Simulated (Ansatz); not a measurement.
# GaN: the cost of one run

Program: Ansatz 0.2.0. Level of theory: DFT PBEsol, scalar-relativistic, plane waves, PAW, and further levels as typed in the inputs. These are calculated values, not measurements.

### 1 Starting point

Symmetry: P6_3mc, No. 186, hexagonal system. Conventional cell: a = 3.190 Å, b = 3.190 Å, c = 5.190 Å, α = 90.00°, β = 90.00°, γ = 120.00°. Around Ga (site symmetry 3m) lie 4 N at 1.95 to 1.96 Å. Around N (site symmetry 3m) lie 4 Ga at 1.95 to 1.96 Å.

Structure file:

```cif
data_structure
_symmetry_space_group_name_H-M 'P6_3mc'
_symmetry_Int_Tables_number 186
_cell_length_a 3.1900
_cell_length_b 3.1900
_cell_length_c 5.1900
_cell_angle_alpha 90.000
_cell_angle_beta 90.000
_cell_angle_gamma 120.000
_cell_volume 45.74
loop_
_atom_site_label
_atom_site_type_symbol
_atom_site_symmetry_multiplicity
_atom_site_Wyckoff_symbol
_atom_site_fract_x
_atom_site_fract_y
_atom_site_fract_z
_atom_site_occupancy
Ga1 Ga 2 b 0.33333 0.66667 0.00000 1
N1 N 2 b 0.33333 0.66667 0.37700 1
```

### 2 Relaxing cell and atoms: GaN, no spin

input.yaml

```yaml
crystal:
  lattice:
    - [3.19, 0.0, 0.0]
    - [-1.595, 2.7626210381, 0.0]
    - [0.0, 0.0, 5.19]
  atoms:
    - { symbol: Ga, position: [0.3333333333, 0.6666666667, 0.0] }
    - { symbol: Ga, position: [0.6666666667, 0.3333333333, 0.5] }
    - { symbol: "N", position: [0.3333333333, 0.6666666667, 0.377] }
    - { symbol: "N", position: [0.6666666667, 0.3333333333, 0.877] }
scf:
  occupations: { method: fixed }
  n_extra_bands: 4
output:
  forces: true
  stress: true
  write_density: true
  write_potential: true
  elf: true
  volumetric_format: npy
kpoints:
  mp_grid: { grid: [8, 8, 6] }
hamiltonian:
  xc: pbesol
relax:
  f_tol: 0.005
  max_steps: 120
  cell: { fix: [a, b, angles] }
```

Launch:

```bash
$ ansatz run input.yaml --threads 4 --pin off --max-ram 11264MiB --backend cpu --events-out ev --progress --plain --runs-dir out
```

**Question.** How long does this run take on 4 threads of Intel Xeon 6975P-C (Granite Rapids), shared host, and how much memory does it need?

About 3.2 s, with a peak of 0.43 GiB.
